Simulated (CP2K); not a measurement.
**GaSb under changes of volume**

One of the cells (28.625 Å³/atom); the others are scaled copies at fixed shape and fractional positions:

```xyz
2
Lattice="4.3261 0.0000 0.0000 2.1630 3.7465 0.0000 2.1630 1.2488 3.5322" Properties=species:S:1:pos:R:3 pbc="T T T"
Sb    6.4891    3.7465    2.6492
Ga    0.0000    0.0000    0.0000
```

| Item | Value |
| --- | --- |
| Program | CP2K 2026.2 |
| Functional | r2SCAN |
| Potentials or basis | POTENTIAL_UZH Sb GTH-SCAN-q5, Ga GTH-SCAN-q13; TZVP-MOLOPT-SCAN-GTH basis |
| Density cutoff | 9184 eV |
| k mesh | 8 × 8 × 8 |
| Occupations | fermi-dirac, width 0.1 eV |
| Spin | no spin polarisation |

| volume (Å³/atom) | energy over the lowest point (meV/atom) | pressure (GPa) | gap on the mesh (eV) |
| --- | --- | --- | --- |
| 26.907 | 16.43 | 3.5 | 0.79 |
| 27.480 | 6.35 | 2.1 | 0.70 |
| 28.052 | 1.04 | 0.9 | 0.54 |
| 28.625 | 0.00 | -0.2 | 0.38 |
| 29.197 | 2.77 | -1.2 | 0.23 |
| 29.770 | 8.91 | -2.1 | none |
| 30.342 | ? | ? | ? |

Task: What does the run at 30.342 Å³/atom give?

Result: Energy over the lowest point 18.05 meV/atom; pressure -2.9 GPa; gap on the mesh none.

Worked out: A Birch-Murnaghan fit of order 3 (a polynomial in V^(-2/3)) to the other rows has its minimum at 28.49 Å³/atom with B0 = V·E''(V) = 54 GPa and B' = 4.7. It gives 18.07 meV/atom at 30.342 Å³/atom, against the run's 18.05, and -dE/dV = -3.0 GPa, against -2.9.

Energies are extrapolated to zero smearing.

Caveats: the basis of atomic orbitals isn't converged, which shifts pressures, moduli and gaps; spin-orbit coupling is left out, which moves the levels of the heavy elements (some runs).

A mesh can miss the band edges.

A gap of «none» marks a metal or a gap under the smearing width.
